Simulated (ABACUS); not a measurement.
Crystal: Hf.

```
CELL_PARAMETERS angstrom
-1.80500 1.80500 1.80500
1.80500 -1.80500 1.80500
1.80500 1.80500 -1.80500
ATOMIC_POSITIONS crystal
Hf 0.00000 0.00000 0.00000
```

This isn't the form of Hf at room conditions, which is hcp.

- Program: ABACUS 3.10.1
- Task: single point
- Functional: PBE
- Potentials or basis: PseudoDojo NC SR 0.4.1 PBE standard
- Cutoff: 789 eV
- Density cutoff: 3157 eV
- Basis: plane waves
- k mesh: 10 × 10 × 10
- Occupations: fermi-dirac, width 0.05 eV
- Spin: no spin polarisation

On this cell: pressure -4.8 GPa; band gap on the k mesh none (metal or under the smearing width).

The same run follows on a disturbed copy (cell strained at random at fixed volume):

```
Hf
1.0
    -1.73538    1.78809    1.84034
     1.76840   -1.76106    1.84632
     1.78180    1.80748   -1.81331
Hf
1
Direct
  0.98347 0.99320 0.98959
```

Problem. What does the disturbed cell give?

Solution. The energy (extrapolated to zero smearing) moves by +1.9 meV/atom; pressure -4.8 GPa; band gap on the k mesh none (metal or under the smearing width).

Stress tensor (GPa, compression positive):
```
-5.58 -1.22 -0.96
-1.22 -4.92 -0.80
-0.96 -0.80 -3.78
```
